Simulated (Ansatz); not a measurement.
# Sb: the cost of one run

Computed with Ansatz 0.2.0 (DFT PBE, scalar-relativistic, plane waves, PAW, unless a step's input says otherwise).

### 1 The structure to begin with

It takes space group P4_32_12 (No. 96, tetragonal). Conventional cell: a = 7.469 Å, b = 7.469 Å, c = 4.016 Å, α = 90.00°, β = 90.00°, γ = 90.00°. Sb (site symmetry 2) has 6 Sb at 2.70 to 2.88 Å as nearest neighbours. Sb (site symmetry 2) is surrounded by 4 Sb at 2.70 to 2.81 Å.

Structure file:

```
CELL_PARAMETERS angstrom
7.46942 0.00000 0.00000
0.00000 7.46942 0.00000
0.00000 0.00000 4.01609
ATOMIC_POSITIONS crystal
Sb 0.09788 0.09788 0.50000
Sb 0.71587 0.71587 0.50000
Sb 0.28413 0.28413 0.00000
Sb 0.21587 0.78413 0.75000
Sb 0.40212 0.59788 0.25000
Sb 0.90212 0.90212 0.00000
Sb 0.78413 0.21587 0.25000
Sb 0.59788 0.40212 0.75000
```

A structure generator made this guess: 4-, 6-connected net of one element (P4_32_12, No. 96). Its size is a rough estimate.

### 2 Probe: one point on a coarse mesh

File input.yaml:

```yaml
crystal:
  lattice:
    - [7.46941692, 0.0, 0.0]
    - [0.0, 7.46941692, 0.0]
    - [0.0, 0.0, 4.01608784]
  atoms:
    - { symbol: Sb, position: [0.09787738, 0.09787738, 0.5] }
    - { symbol: Sb, position: [0.71586782, 0.71586782, 0.5] }
    - { symbol: Sb, position: [0.28413218, 0.28413218, 0.0] }
    - { symbol: Sb, position: [0.21586782, 0.78413218, 0.75] }
    - { symbol: Sb, position: [0.40212262, 0.59787738, 0.25] }
    - { symbol: Sb, position: [0.90212262, 0.90212262, 0.0] }
    - { symbol: Sb, position: [0.78413218, 0.21586782, 0.25] }
    - { symbol: Sb, position: [0.59787738, 0.40212262, 0.75] }
basis:
  ecutwfc: 420
kpoints:
  mp_grid: { grid: [4, 4, 4] }
hamiltonian:
  xc: pbe
scf:
  occupations: { method: gaussian, width: 0.1 }
  lower_state_search: "off"
output:
  forces: true
  stress: true
  eigenvalues: true
```

Started as:

```bash
$ ansatz run input.yaml --threads 1 --pin off --max-ram 2560MiB --backend cpu --events-out ev --progress --plain --runs-dir out
```

What time and memory should one allow on 1 thread of Arm Neoverse V1, shared host?

About 25 s, with a peak of 0.49 GiB.
